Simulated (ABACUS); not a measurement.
Wanted: the native input for an ABACUS 3.10.1 run.

- Task: band structure
- Functional: HLE16
- Potentials or basis: SG15 ONCV 1.2 PBE
- Cutoff: 925 eV
- Density cutoff: 3701 eV
- Basis: plane waves
- Occupations: fermi-dirac, width 0.05 eV
- Spin: no spin polarisation
- Radial cutoff of the potentials (pseudo_rcut): 7 bohr
- Threshold of the eigensolver: 1e-07 Ry
- Density: read from an earlier self-consistent run
- Path: G-X-W-K-G-L-U-W-L-K, U-X
- Points for each segment of the path: 10
- SCF threshold on the density: 1e-08
- Max SCF steps: 100
- Eigensolver: dav
- Mixing: broyden
- Mixing share: 0.7
- Symmetry key: -1

Ir:

```
CELL_PARAMETERS angstrom
0.00000 1.91560 1.91560
1.91560 0.00000 1.91560
1.91560 1.91560 0.00000
ATOMIC_POSITIONS crystal
Ir 0.00000 0.00000 0.00000
```

The input as run:

INPUT

```
INPUT_PARAMETERS
suffix              Ir
calculation         nscf
basis_type          pw
pseudo_dir          ./
symmetry            -1
dft_functional      GGA_XC_HLE16
ecutwfc             68.0
pseudo_rcut         7
nspin               1
nbands              19
ks_solver           dav
smearing_method     fd
smearing_sigma      0.00367493
scf_thr             1e-08
scf_nmax            100
mixing_type         broyden
mixing_beta         0.7
init_chg            file
pw_diag_thr         1e-07
out_band            1
kpar                4
```

STRU

```
ATOMIC_SPECIES
Ir 192.2170 Ir_ONCV_PBE-1.2.upf

LATTICE_CONSTANT
1.8897261246

LATTICE_VECTORS
0.0000000000 1.9156000000 1.9156000000
1.9156000000 0.0000000000 1.9156000000
1.9156000000 1.9156000000 0.0000000000

ATOMIC_POSITIONS
Direct

Ir
0.0
1
0.0000000000 0.0000000000 0.0000000000 1 1 1
```

KPT

```
K_POINTS
12
Line
0.00000000 0.00000000 0.00000000 10 // G
0.50000000 0.00000000 0.50000000 10 // X
0.50000000 0.25000000 0.75000000 10 // W
0.37500000 0.37500000 0.75000000 10 // K
0.00000000 0.00000000 0.00000000 10 // G
0.50000000 0.50000000 0.50000000 10 // L
0.62500000 0.25000000 0.62500000 10 // U
0.50000000 0.25000000 0.75000000 10 // W
0.50000000 0.50000000 0.50000000 10 // L
0.37500000 0.37500000 0.75000000 1 // K
0.62500000 0.25000000 0.62500000 10 // U
0.50000000 0.00000000 0.50000000 1 // X
```

Potentials or basis: SG15 ONCV 1.2 PBE, plane waves.

Launch:

```bash
$ OMP_NUM_THREADS=1 mpirun -np 4 abacus > log
```

Run time: 3 s on 4 MPI ranks on Intel(R) Xeon(R) Platinum 8488C (Sapphire Rapids), with other jobs on the host, peak memory 0.36 GiB a rank.
